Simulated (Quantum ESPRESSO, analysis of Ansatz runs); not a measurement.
# A hop of O in SnO2 (P4_2/mnm), charge +2 (Quantum ESPRESSO), part 3 of 3

Aim: the barrier of one jump in SnO2 (P4_2/mnm) at charge +2: V_O hop (2.9 Å). The model is a cell of 72 host atoms with 1 O taken out; O is the atom that moves.

Quantum ESPRESSO 7.5; Quantum ESPRESSO plane-wave DFT, PBEsol, GBRV 1.5 PBEsol potentials; nudged elastic band between two relaxed defect structures at fixed charge in a uniform background.

So far: Set-up; Relaxation of the start point, charge +2; Relaxation of the end point, charge +2.

## Step 4: Nudged elastic band, charge +2

3 movable images are laid between the ends by interpolation. Each image feels the true force across the path and a spring force along it. The highest image is set to climb to the top of the path.

This step: Quantum ESPRESSO plane-wave DFT, PBEsol, GBRV 1.5 PBEsol potentials; nudged elastic band between two relaxed defect structures at fixed charge in a uniform background.

Input file neb.in:

```
BEGIN
BEGIN_PATH_INPUT
&PATH
  restart_mode = 'from_scratch'
  string_method = 'neb'
  nstep_path = 45
  ds = 1.5
  opt_scheme = 'broyden'
  num_of_images = 5
  k_max = 0.3
  k_min = 0.2
  CI_scheme = 'auto'
  path_thr = 0.06
/
END_PATH_INPUT
BEGIN_ENGINE_INPUT
&CONTROL
  prefix = 'pwscf'
  outdir = './tmp'
  pseudo_dir = './pseudo'
  disk_io = 'low'
/
&SYSTEM
  ibrav = 0
  nat = 71
  ntyp = 2
  ecutwfc = 36
  ecutrho = 288
  nbnd = 312
  occupations = 'smearing'
  smearing = 'fd'
  degauss = 0.00073499
  tot_charge = 2
  nosym = .true.
/
&ELECTRONS
  conv_thr = 7d-08
  electron_maxstep = 100
  mixing_beta = 0.5
/
ATOMIC_SPECIES
Sn   118.7100 sn_pbesol_v1.4.uspp.F.UPF
O     15.9990 o_pbesol_v1.2.uspp.F.UPF
CELL_PARAMETERS angstrom
   9.5066964961    0.0000000000    0.0000000000
   0.0000000000    9.5066964961    0.0000000000
   0.0000000000    0.0000000000    9.6255699527
BEGIN_POSITIONS
FIRST_IMAGE
ATOMIC_POSITIONS crystal
Sn     0.2483918380    0.2506036017    0.1661727546
Sn     0.0054540908   -0.0058274237   -0.0001109705
O      0.0965343258    0.4045281964    0.1673154053
O      0.4002886218    0.0956843575    0.1683792785
O      0.1532255046    0.1515373948   -0.0000921661
O      0.3464117737    0.3470234770   -0.0001298341
Sn     0.2485658379    0.2496409451    0.4998761767
Sn    -0.0050742990    0.0047609330    0.3314131155
O      0.0930831209    0.3998456572    0.4998371313
O      0.4001760111    0.0954984448    0.4999024026
O      0.1523370079    0.1550000981    0.3330704677
O      0.3463116996    0.3540146707    0.3358833932
Sn     0.2484099712    0.2505718299    0.8336021431
Sn    -0.0050865209    0.0047822242    0.6683013141
O      0.0965325243    0.4045238483    0.8325310807
O      0.4003275449    0.0957434544    0.8313576175
O      0.1523629252    0.1550481516    0.6667434126
O      0.3462791619    0.3540029720    0.6638909704
Sn     0.2513613553    0.7483742780    0.1677143822
Sn    -0.0009594737    0.5014258527   -0.0001150131
O      0.0988445805    0.9011932317    0.1715080283
O      0.4047407274    0.5945402018    0.1686537599
O      0.1550744565    0.6523776364   -0.0001083804
O      0.3475842392    0.8443004531   -0.0001275498
Sn     0.2330374419    0.7667009542    0.4998957932
Sn    -0.0008098148    0.4990967296    0.3337679096
O      0.0880104530    0.9121636969    0.4998600654
O      0.1622450947    0.6466838818    0.3393185272
O      0.3534198198    0.8369426627    0.3393082124
Sn     0.2513592073    0.7483051696    0.8320541774
Sn    -0.0008400887    0.4991402455    0.6660023570
O      0.0988029765    0.9011704672    0.8282568433
O      0.4047753325    0.5945478717    0.8310937121
O      0.1623127514    0.6465904542    0.6604031296
O      0.3533965063    0.8370822400    0.6604468967
Sn     0.7535490908    0.2460388871    0.1643793045
Sn     0.4982584040    0.0005297089   -0.0001535766
O      0.6014298555    0.3984567087    0.1565634983
O      0.9043876660    0.0949684250    0.1638750604
O      0.6545632338    0.1494927221   -0.0001512413
O      0.8504003123    0.3448091785   -0.0000877817
Sn     0.7487517504    0.2509029258    0.4998732956
Sn     0.5005844959    0.0005131254    0.3337796389
O      0.5864742145    0.4134162151    0.4998780374
O      0.8997232594    0.0996216160    0.4998658744
O      0.6480862986    0.1602100657    0.3333340796
O      0.8396579345    0.3513342318    0.3332991321
Sn     0.7536110349    0.2460866249    0.8353549075
Sn     0.5005674117    0.0005624121    0.6660140064
O      0.6014124609    0.3984789913    0.8431671263
O      0.9044295979    0.0949828850    0.8358588448
O      0.6480568393    0.1602228626    0.6664180333
O      0.8397243453    0.3513267542    0.6663975483
Sn     0.7491231376    0.7512881976    0.1661627121
Sn     0.4977126249    0.5019271554   -0.0001126134
O      0.5954769075    0.9034398787    0.1672918447
O      0.9036541151    0.5990678029    0.1683899367
O      0.6523640398    0.6535163062   -0.0001598492
O      0.8483989454    0.8460994501   -0.0001335532
Sn     0.7499808954    0.7510145608    0.4998690352
Sn     0.5123516023    0.4873533018    0.3186329036
O      0.6001808314    0.9069022915    0.4999112458
O      0.9038107597    0.5991424801    0.4999122583
O      0.6454076325    0.6536013606    0.3358484248
O      0.8450380164    0.8469843358    0.3330365227
Sn     0.7491231571    0.7512640435    0.8335661713
Sn     0.5123124966    0.4873862348    0.6810930660
O      0.5954315534    0.9033682313    0.8324418421
O      0.9036526780    0.5990684832    0.8313007203
O      0.6454102599    0.6536203461    0.6638948824
O      0.8449839685    0.8469772555    0.6667206651
INTERMEDIATE_IMAGE
ATOMIC_POSITIONS crystal
Sn     0.2453885264    0.2472480972    0.1625356809
Sn     0.0029736604   -0.0054264899   -0.0006593655
[... 69 atom lines left out ...]
INTERMEDIATE_IMAGE
ATOMIC_POSITIONS crystal
Sn     0.2424735906    0.2440008934    0.1590222435
Sn     0.0005499653   -0.0050375466   -0.0011963386
[... 69 atom lines left out ...]
INTERMEDIATE_IMAGE
ATOMIC_POSITIONS crystal
Sn     0.2395646305    0.2407601817    0.1555324403
Sn    -0.0018835558   -0.0046668038   -0.0017313830
[... 69 atom lines left out ...]
LAST_IMAGE
ATOMIC_POSITIONS crystal
Sn     0.2365624905    0.2374134997    0.1519380614
Sn    -0.0043739672   -0.0042624022   -0.0022831827
[... 4 atom lines left out ...]
Sn     0.2365686076    0.2373419952    0.5144206560
[... 1 atom line left out ...]
O      0.1034600337    0.4036092283    0.4972174672
[... 2 atom lines left out ...]
O      0.3954040745    0.5860202679    0.4936436044
[... 5 atom lines left out ...]
O      0.3443947878    0.3441839827    0.6643366186
[... 3 atom lines left out ...]
O      0.3955541437    0.5864412586    0.1727747774
[... 2 atom lines left out ...]
Sn     0.2487562129    0.7499167224    0.4993224033
[... 2 atom lines left out ...]
O      0.1489581061    0.6566485169    0.3331096805
[... 9 atom lines left out ...]
O      0.5873407863    0.3968278433    0.1725122174
[... 5 atom lines left out ...]
O      0.5874017551    0.3966335582    0.4938406732
[... 16 atom lines left out ...]
Sn     0.5163436865    0.5164015834    0.3332077235
[... 2 atom lines left out ...]
O      0.6606257052    0.6626270083    0.3332801992
[... 2 atom lines left out ...]
Sn     0.4979183819    0.4981298939    0.6652454420
[... 3 atom lines left out ...]
O      0.8448147694    0.8447404863    0.6691171236
END_POSITIONS
K_POINTS gamma
END_ENGINE_INPUT
END
```

Started as:

```sh
> OMP_NUM_THREADS=1 mpirun -n 4 neb.x -ni 2 -inp neb.in > neb.out
```

The log of the run:

```text
[shortened: banners, details of potentials and solvers, and blank lines are left out]
[banner, memory and clock lines left out]
     path-images division:  nimage    =       2
     initial path length           =  5.3861 bohr
     initial inter-image distance  =  1.3465 bohr
     string_method                 =    neb
     restart_mode                  =    from_scratch
     opt_scheme                    =    broyden
     num_of_images                 =    5
     nstep_path                    =    45
     CI_scheme                     =    auto
     first_last_opt                =    F
     use_freezing                  =    F
     ds                            =    1.5000 a.u.
     k_max                         =    0.3000 a.u.
     k_min                         =    0.2000 a.u.
     path_thr                      =    0.0600 eV / A
     ------------------------------ iteration   1 ------------------------------
     activation energy (->) =   2.980949 eV
     activation energy (<-) =   2.980174 eV
     image        energy (eV)        error (eV/A)        frozen
         1     -72543.7015522            0.017924            T
         2     -72542.0563092            5.195935            F
         3     -72540.7206037            8.159564            F
         4     -72542.0512303            5.553463            F
         5     -72543.7007775            0.025874            T
     climbing image =  3
     path length          =  5.386 bohr
     inter-image distance =  1.347 bohr
     ------------------------------ iteration   2 ------------------------------
     activation energy (->) =   2.098558 eV
     activation energy (<-) =   2.097783 eV
     image        energy (eV)        error (eV/A)        frozen
         1     -72543.7015522            0.017924            T
         2     -72542.5400417            1.267077            F
         3     -72541.6029942            3.098760            F
         4     -72542.5545459            1.706389            F
         5     -72543.7007775            0.025874            T
     climbing image =  3
     path length          =  5.508 bohr
[...]
------------------------------ iteration   3 ------------------------------
     activation energy (->) =   1.733131 eV
     activation energy (<-) =   1.732356 eV
     image        energy (eV)        error (eV/A)        frozen
         1     -72543.7015522            0.017924            T
         2     -72542.6617041            0.991182            F
         3     -72541.9684217            1.029297            F
         4     -72542.6747836            0.863920            F
         5     -72543.7007775            0.025874            T
     climbing image =  3
     path length          =  5.510 bohr
[...]
------------------------------ iteration   4 ------------------------------
     activation energy (->) =   1.544401 eV
     activation energy (<-) =   1.543627 eV
     image        energy (eV)        error (eV/A)        frozen
         1     -72543.7015522            0.017924            T
         2     -72542.7401441            0.387483            F
         3     -72542.1571507            0.563251            F
         4     -72542.7548935            0.465833            F
         5     -72543.7007775            0.025874            T
     climbing image =  3
     path length          =  5.592 bohr
[...]
------------------------------ iteration   5 ------------------------------
     activation energy (->) =   1.425578 eV
     activation energy (<-) =   1.424804 eV
     image        energy (eV)        error (eV/A)        frozen
         1     -72543.7015522            0.017924            T
         2     -72542.7938580            0.251469            F
         3     -72542.2759739            0.423239            F
         4     -72542.8284443            0.313441            F
         5     -72543.7007775            0.025874            T
     climbing image =  3
     path length          =  5.676 bohr
[...]
------------------------------ iteration   6 ------------------------------
     activation energy (->) =   1.338593 eV
     activation energy (<-) =   1.337819 eV
     image        energy (eV)        error (eV/A)        frozen
         1     -72543.7015522            0.017924            T
         2     -72542.8300625            0.162419            F
         3     -72542.3629588            0.223709            F
         4     -72542.8972169            0.158319            F
         5     -72543.7007775            0.025874            T
     climbing image =  3
     path length          =  5.788 bohr
[...]
------------------------------ iteration   7 ------------------------------
     activation energy (->) =   1.292710 eV
     activation energy (<-) =   1.291935 eV
     image        energy (eV)        error (eV/A)        frozen
         1     -72543.7015522            0.017924            T
         2     -72542.8403898            0.114417            F
         3     -72542.4088421            0.159404            F
         4     -72542.9389187            0.166202            F
         5     -72543.7007775            0.025874            T
     climbing image =  3
     path length          =  5.910 bohr
[...]
------------------------------ iteration   8 ------------------------------
     activation energy (->) =   1.282429 eV
     activation energy (<-) =   1.281654 eV
     image        energy (eV)        error (eV/A)        frozen
         1     -72543.7015522            0.017924            T
         2     -72542.8422531            0.088866            F
         3     -72542.4191232            0.147870            F
         4     -72542.9484344            0.122093            F
         5     -72543.7007775            0.025874            T
     climbing image =  3
     path length          =  5.915 bohr
[...]
------------------------------ iteration   9 ------------------------------
     activation energy (->) =   1.273255 eV
     activation energy (<-) =   1.272480 eV
     image        energy (eV)        error (eV/A)        frozen
         1     -72543.7015522            0.017924            T
         2     -72542.8436361            0.074702            F
         3     -72542.4282972            0.112224            F
         4     -72542.9577532            0.110020            F
         5     -72543.7007775            0.025874            T
     climbing image =  3
     path length          =  5.935 bohr
[...]
------------------------------ iteration  10 ------------------------------
     activation energy (->) =   1.263172 eV
     activation energy (<-) =   1.262398 eV
     image        energy (eV)        error (eV/A)        frozen
         1     -72543.7015522            0.017924            T
         2     -72542.8443994            0.062590            F
         3     -72542.4383799            0.085245            F
         4     -72542.9680532            0.088291            F
         5     -72543.7007775            0.025874            T
     climbing image =  3
     path length          =  5.962 bohr
[...]
------------------------------ iteration  11 ------------------------------
     activation energy (->) =   1.253406 eV
     activation energy (<-) =   1.252632 eV
     image        energy (eV)        error (eV/A)        frozen
         1     -72543.7015522            0.017924            T
         2     -72542.8438118            0.048773            F
         3     -72542.4481459            0.085031            F
         4     -72542.9787754            0.055040            F
         5     -72543.7007775            0.025874            T
     climbing image =  3
     path length          =  6.000 bohr
[...]
------------------------------ iteration  12 ------------------------------
     activation energy (->) =   1.247216 eV
     activation energy (<-) =   1.246441 eV
     image        energy (eV)        error (eV/A)        frozen
         1     -72543.7015522            0.017924            T
         2     -72542.8417290            0.054801            F
         3     -72542.4543362            0.085557            F
         4     -72542.9872682            0.065599            F
         5     -72543.7007775            0.025874            T
     climbing image =  3
     path length          =  6.047 bohr
[...]
------------------------------ iteration  13 ------------------------------
     activation energy (->) =   1.243732 eV
     activation energy (<-) =   1.242958 eV
     image        energy (eV)        error (eV/A)        frozen
         1     -72543.7015522            0.017924            T
         2     -72542.8429102            0.038335            F
         3     -72542.4578198            0.058844            F
         4     -72542.9931815            0.059697            F
         5     -72543.7007775            0.025874            T
     climbing image =  3
     path length          =  6.068 bohr
     inter-image distance =  1.517 bohr
     neb: convergence achieved in  13 iterations
```

It took 60 min on 4 MPI ranks of Arm Neoverse V1, shared host; peak memory 2.6 GiB.

The path, image by image:

```
image  path (Å)  energy (eV)     O12: x, y, z (Å)
    0     0.000       0.0000  3.292, 3.366, 3.233
    1     0.919       0.8586  3.174, 4.000, 3.728
    2     1.678       1.2437  3.296, 4.463, 4.247
    3     2.368       0.7084  3.453, 4.977, 4.533
    4     3.211       0.0008  3.759, 5.571, 4.752
```

Numbers from this step:

| Quantity | Value |
| --- | --- |
| barrier forward | 1.244 eV |
| barrier backward | 1.243 eV |
| end less start | 7.75e-4 eV |
| hop length | 2.718 Å |

The band met its tolerance of 0.06 eV/Å after 13 iterations, with image 2 on top (the start counts as 0). O12, which moves farthest between the ends, has 3 Sn at 2.03 to 2.12 Å nearest at the start and 2 Sn at 1.98 to 2.21 Å at the top.

## Step 5: Outcome

* barrier forward: 1.24 eV
* barrier backward: 1.24 eV
* end less start: 0.00 eV
* hop length: 2.72 Å
* band iterations, as the log counts them: 13

The top of the band lies 1.24 eV above the start and 1.24 eV above the end. With an assumed prefactor of 1e13 per second it gives one hop a second along this one path at about 480 K; whether such hops link up through the crystal wasn't checked. The order of the top as a saddle was not checked for all atoms, so a bent path could be lower. No image-charge correction is applied; it largely cancels along a path if the charge stays localised alike. What this leaves open: sampling at the zone centre alone can move energies of charged and open-shell states by tenths of an eV or more in cells of this size; spin–orbit coupling, which can matter with heavy atoms, is left out. The cutoff of 36 Ry is under the 40 Ry advised for these potentials.

[Logs are printed without paths, hosts, clocks, repeated set-up lines and the standing remarks that a program may print on its own settings, such as how far it seeks lower states.]

[Hosts, paths, dates, database ids (printed as entryN), source tags and the programs' standing remarks are cut or masked in the printed files.]
